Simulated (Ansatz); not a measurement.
Li:

```
CELL_PARAMETERS angstrom
-1.75465 1.75465 1.75465
1.75465 -1.75465 1.75465
1.75465 1.75465 -1.75465
ATOMIC_POSITIONS crystal
Li 0.00000 0.00000 0.00000
```

* Program: Ansatz 0.2.0
* Task: relaxation of cell and atoms
* Functional: PBEsol
* Dispersion: D3(BJ)
* Potentials or basis: Ansatz PAW
* Cutoff: 420 eV (not typed: the program's choice for these potentials)
* k mesh: 11 × 11 × 11
* Occupations: fermi-dirac, width 0.05 eV
* Spin: no spin polarisation

At the start: volume 21.61 Å³/atom.

**Question.** How do energy, volume and symmetry change on relaxing?

**Answer.** It ends after 5 steps and the volume is 18.46 Å³/atom (-14.6 %); space group Im-3m (No. 229, to 0.05 Å).

The path:
| step | energy change (eV) | largest force (eV/Å) | volume (Å³) |
| --- | --- | --- | --- |
| 1 | 0.0000 | 0.0000 | 21.61 |
| 2 | -0.0137 | 0.0000 | 20.24 |
| 3 | -0.0210 | 0.0000 | 18.03 |
| 4 | -0.0213 | 0.0000 | 18.46 |
| 5 | -0.0213 | 0.0000 | 18.46 |

Final structure:
```
Li
1.0
    -1.66501    1.66501    1.66501
     1.66501   -1.66501    1.66501
     1.66501    1.66501   -1.66501
Li
1
Direct
  0.00000 0.00000 0.00000
```

The cell as given is a measured one (21.61 Å³/atom); PBEsol+D3(BJ) puts the equilibrium volume -14.6 % from it, thermal expansion not counted.

Caveat: the plane-wave basis is chosen anew once the cell has moved, so the energies of steps on either side of that aren't comparable; the volume moved by -15 % from the deposited cell, more than functionals usually miss.
